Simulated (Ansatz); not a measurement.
KF (started from an entry of an open crystallographic database), relaxed with r2SCAN, was run in Ansatz under altered settings. All numbers are computed, without spin polarisation but where a row says otherwise.

```
K F
1.0
     0.00000    2.65896    2.65896
     2.65896    0.00000    2.65896
     2.65896    2.65896    0.00000
K F
1 1
Direct
  0.00000 0.00000 0.00000
  0.50000 0.50000 0.50000
```

The base run's other keys:
```yaml
kpoints:
  mp_grid: { grid: [4, 4, 4] }
hamiltonian:
  xc: hse06
scf:
  occupations: { method: fixed }
  n_extra_bands: 4
```

It takes 13 iterations with 725 plane waves at 420 eV and 8 k points, and leaves a mean stress of +0.99 GPa. The gap over this mesh is 8.263 eV. It ran on 4 threads of Arm Neoverse V1, with other jobs on the host.

Outcomes, with energy and stress as changes against the base:

| setting | outcome | ΔF (meV/atom) | Δ mean stress (GPa) | gap on the mesh (eV) | iterations | wall time |
| --- | --- | --- | --- | --- | --- | --- |
| PBE hybrid, exx coeff 0.5, omega 0.2078 1/Å | converged | – | -0.9 | 10.348 | 14 | 3.1 s |
| scf.exx.ecutfock_ratio: 1 | converged | +48 | 0.0 | 8.262 | 12 | 2.3 s |
| PBE hybrid, exx coeff 0.4, omega 0.1 1/Å | converged | – | -0.6 | 10.118 | 12 | 2.9 s |
| PBE hybrid, exx coeff 0.3, omega 0.1 1/Å | converged | – | -0.2 | 9.132 | 11 | 2.8 s |
| scf.occupations: gaussian 0.05 | converged | 0.0 | 0.0 | 8.263 | 13 | 2.7 s |

A dash marks a value that wasn't obtained or can't be compared. Stress is positive in compression. The base took 2.7 s.

- PBE hybrid, exx coeff 0.5, omega 0.2078 1/Å. That is 50 % exact exchange, screened with ω = 0.2078 1/Å, against HSE06's 25 % screened at 0.208 1/Å. The mean stress moves by -0.9 GPa and the gap on the mesh by +2.085 eV (to 10.348). Totals of different functionals aren't comparable.
- scf.exx.ecutfock_ratio: 1. The free energy moves by +48 meV an atom, the mean stress by 0.0 GPa and the gap on the mesh by -0.001 eV (to 8.262). The result is sensitive to this setting.
- PBE hybrid, exx coeff 0.4, omega 0.1 1/Å. That is 40 % exact exchange, screened with ω = 0.1 1/Å, against HSE06's 25 % screened at 0.208 1/Å. The mean stress moves by -0.6 GPa and the gap on the mesh by +1.855 eV (to 10.118). Totals of different functionals aren't comparable. The program warns that on this mesh the truncation of the exchange isn't bounded, so part of the change can be an error of the mesh.
- PBE hybrid, exx coeff 0.3, omega 0.1 1/Å. That is 30 % exact exchange, screened with ω = 0.1 1/Å, against HSE06's 25 % screened at 0.208 1/Å. The mean stress moves by -0.2 GPa and the gap on the mesh by +0.868 eV (to 9.132). Totals of different functionals aren't comparable. The program warns that on this mesh the truncation of the exchange isn't bounded, so part of the change can be an error of the mesh.

Within 1 meV an atom, 0.1 GPa and 0.005 eV of the base stay: scf.occupations: gaussian 0.05.

The stress of a hybrid is loosely converged in these runs.

The meshes of the hybrids are coarse, so their gaps aren't converged to the digits shown.
